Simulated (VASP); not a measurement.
A run of VASP 6.6.1:

File INCAR:

```
SYSTEM = GaSe
PREC = Accurate
ENCUT = 600
EDIFF = 1E-6
ISMEAR = 0
SIGMA = 0.03
LREAL = .False.
LASPH = .True.
NELM = 80
ALGO = Normal
ISIF = 3
LWAVE = .False.
LCHARG = .False.
GGA = PE
IVDW = 12
IBRION = 2
NSW = 90
EDIFFG = -0.01
KPAR = 4
```

KPOINTS

```
Automatic mesh
0
Gamma
  12 12 2
  0 0 0
```

POSCAR

```
GaSe
1.0
    3.7420000000      0.0000000000      0.0000000000
   -1.8710000000      3.2406670610      0.0000000000
    0.0000000000      0.0000000000     15.9190000000
Ga Se
4 4
Direct
    0.3333333333      0.6666666667      0.1770000000
    0.6666666667      0.3333333333      0.6770000000
    0.3333333333      0.6666666667      0.3230000000
    0.6666666667      0.3333333333      0.8230000000
    0.3333333333      0.6666666667      0.6000000000
    0.6666666667      0.3333333333      0.1000000000
    0.3333333333      0.6666666667      0.9000000000
    0.6666666667      0.3333333333      0.4000000000
```

Potentials or basis: VASP PAW PBE potentials, release 64 (Ga_d, Se).

Launch:

```console
$ cat potpaw_PBE.64/Ga_d/POTCAR potpaw_PBE.64/Se/POTCAR > POTCAR
$ mpirun -np 4 vasp_std > vasp.out
```

Hardware: 4 MPI ranks on Intel(R) Xeon(R) Platinum 8488C (Sapphire Rapids), on a shared host.

**Question.** Estimate the wall time of this run.

**Answer.** Wall time 20 min on 4 MPI ranks on Intel(R) Xeon(R) Platinum 8488C (Sapphire Rapids) (shared host), peak memory 0.58 GiB a rank. Counts: scf iterations 114, k points 38, ion steps 17.
